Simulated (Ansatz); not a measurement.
A series in volume scale on MoS2

Results calculated with Ansatz 0.2.0, not measured. Periodic Kohn-Sham DFT of a crystal at fixed atoms, scaled to volume_scale times the given cell; pressure positive in compression, energy less spherical unpolarised free atoms, largest_vzz the field gradient of largest size among the nuclei.

The cell before it is scaled or strained (space group P6_3/mmc, No. 194):
```
CELL_PARAMETERS angstrom
3.16100 0.00000 0.00000
-1.58050 2.73750 0.00000
0.00000 0.00000 12.29500
ATOMIC_POSITIONS crystal
Mo 0.33333 0.66667 0.25000
Mo 0.66667 0.33333 0.75000
S 0.33333 0.66667 0.62750
S 0.66667 0.33333 0.12750
S 0.33333 0.66667 0.87250
S 0.66667 0.33333 0.37250
```

Settings of every row: method frozen-core PAW; functional LDA; relativity scalar; k mesh 10x10x3; filling fermi-dirac; smearing width 0.03 eV; wave cutoff 420 eV; paw set soft_2.

Atom start moment: 0 on all atoms.

Limits: PAW files made with PBE; a layered crystal: even scaling strains the bonds within the layers, so this curve is stiffer than the crystal under pressure; field gradient without spin-orbit coupling on heavy atoms.

```
row  volume scale  V (Å³/atom)  largest V_zz (1e21 V/m^2)  pressure (GPa)
  1          0.94       16.668                     -9.986          12.561
  2          0.96       17.023                     -9.731           8.311
  3          0.98       17.377                     -9.489           4.491
  4          0.99       17.555                     -9.368           2.729
  5             1       17.732                     -9.253           1.058
  6          1.01       17.909                     -9.136          -0.526
  7          1.02       18.087                     -9.024          -2.028
  8          1.04       18.441                          ?               ?
  9          1.06       18.796                     -8.596          -7.292
```

Question: what largest V_zz and pressure should row 8 give?

Worked fit of largest V_zz. Take t = volume scale − 0.99. The shown rows have t = -0.05, -0.03, -0.01, 0, 0.01, 0.02, 0.03, 0.07. Least squares give largest V_zz = −9.3686 + 11.799 × t − 10.85 × t² 1e21 V/m^2; a straight line predicts inner rows, each left out in turn, worse (root mean square 0.012 against 0.0014 1e21 V/m^2). The rows lie off it by 0.000, 0.001, -0.001, 0.001, -0.001, 0.001, 0.000, 0.000. The withheld row has t = 0.05, so the fit gives −9.3686 + 11.799 × (0.05) − 10.85 × (0.05)² = -8.806 1e21 V/m^2.

The calculation gave -8.806 1e21 V/m^2. The fit meets it to the printed digit.

Worked fit of pressure. Take u = (V_r/V)^(2/3) − 1 with V_r = 17.643 Å³ an atom, which is twice the finite (Eulerian) strain; such expansions in the strain, on which the Birch-Murnaghan equation of state is built, carry the rest volume and the bulk modulus. The shown rows have u = 0.03863, 0.02414, 0.01018, 0.00334, -0.00335, -0.00993, -0.01643, -0.04133. Least squares give pressure = 1.8857 + 249.362 × u + 680.53 × u² + 479 × u³ GPa; a parabola predicts inner rows, each left out in turn, worse (root mean square 0.0081 against 0.004 GPa). The rows lie off it by -0.001, 0.002, -0.004, 0.003, 0.000, -0.002, 0.002, 0.000. The pressure vanishes at u = -0.0077, or V = 17.85 Å³ an atom, and there the bulk modulus at fixed shape and fractions is B = −V dP/dV = (2/3)(1 + u) dP/du = 158 GPa. Letting shape and atoms relax would as a rule lower it, by much in layered, chain or molecular crystals. The withheld row has u = -0.02906, so the fit gives 1.8857 + 249.362 × (-0.02906) + 680.53 × (-0.02906)² + 479 × (-0.02906)³ = -4.798 GPa.

The calculation gave -4.801 GPa. The fit lies 0.003 GPa (0.015 % of the column's range) above it; its largest miss of a shown row is 0.004 GPa.
